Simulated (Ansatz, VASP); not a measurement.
# One calculation of Ni, two programs

```
CELL_PARAMETERS angstrom
0.00000 1.75725 1.75725
1.75725 0.00000 1.75725
1.75725 1.75725 0.00000
ATOMIC_POSITIONS crystal
Ni 0.00000 0.00000 0.00000
```

Alike in both runs: task single point; functional PBE; k mesh 15 × 15 × 15; occupations methfessel-paxton of order 1, width 0.01 eV; no spin polarisation.

|  | VASP | Ansatz |
| --- | --- | --- |
| version | VASP 6.6.1 | Ansatz 0.2.0 |
| potentials or method | VASP PAW PBE potentials, release 64 (Ni) | plane waves (420 eV) with PAW, scalar-relativistic |
| plane-wave cutoff (eV) | 520 | 420 |
| valence electrons in the cell | 10 | 18 |

```csv
,VASP,Ansatz,Ansatz less VASP
pressure (GPa),-0.8,-0.8,+0.01
```

The functional is the same, so the differences come from potentials, cutoffs and numerics. The two sets of potentials don't hold the same shells in valence.

Caveats: the run has no spin polarisation, though such a crystal can be magnetic. Spin polarisation is off, so any magnetic state and its effect on volume and gap are missing.
